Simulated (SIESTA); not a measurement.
**WS2 (Tungstenite) under changes of volume**

One of the cells (18.245 Å³/atom); the others are scaled copies at fixed shape and fractional positions:

```xyz
6
Lattice="3.1800 0.0000 0.0000 -1.5900 2.7540 0.0000 0.0000 0.0000 12.5000" Properties=species:S:1:pos:R:3 pbc="T T T"
W     1.5900    0.9180    9.3750
W     0.0000    1.8360    3.1250
S     1.5900    0.9180    4.6875
S     0.0000    1.8360   10.9375
S     1.5900    0.9180    1.5625
S     0.0000    1.8360    7.8125
```

- Program: SIESTA 5.4.2
- Functional: LDA
- Potentials or basis: PseudoDojo 0.4 standard (LDA files)
- Basis: DZP (energy shift 0.003 Ry; two zetas on semicore shells)
- Grid cutoff: 800 Ry
- Energy shift: 0.003 Ry
- k mesh: 8 × 8 × 2
- Occupations: fermi-dirac, width 0.05 eV
- Spin: no spin polarisation

| volume (Å³/atom) | energy over the lowest point (meV/atom) | pressure (GPa) | gap on the mesh (eV) | largest force (eV/Å) |
| --- | --- | --- | --- | --- |
| 17.150 | ? | ? | ? | ? |
| 17.515 | 4.88 | 4.1 | 1.16 | 0.847 |
| 17.880 | 0.00 | 0.3 | 1.17 | 0.436 |
| 18.245 | 3.25 | -3.1 | 1.18 | 0.054 |
| 18.610 | 13.80 | -6.1 | 1.19 | 0.298 |
| 18.975 | 30.90 | -8.8 | 1.19 | 0.625 |
| 19.340 | 53.79 | -11.2 | 1.20 | 0.926 |

Problem. What does the run at 17.150 Å³/atom give?

Solution. Energy over the lowest point 18.84 meV/atom; pressure 8.3 GPa; gap on the mesh 1.14 eV; largest force 1.292 eV/Å.

Worked out: A Birch-Murnaghan fit of order 3 (a polynomial in V^(-2/3)) to the other rows has its minimum at 17.91 Å³/atom with B0 = V·E''(V) = 174 GPa and B' = 4.5 at fixed shape and positions, which overstates the stiffness. It gives 18.90 meV/atom at 17.150 Å³/atom, against the run's 18.84, and -dE/dV = 8.3 GPa, against 8.3. A straight line through the other rows of the gap, of slope 0.39 eV per unit of ln V, extrapolates to 1.15 eV, against the run's 1.14.

Energies are extrapolated to zero smearing.

Caveats: short orbitals over semicore shells can move pressures by several GPa; spin-orbit coupling is left out, which moves the levels of the heavy elements; the basis of atomic orbitals isn't converged, which shifts pressures, moduli and gaps; forces of over 1 eV/Å show positions far from the minimum, so gaps and moduli don't describe the material at rest (some runs).

A mesh can miss the band edges.
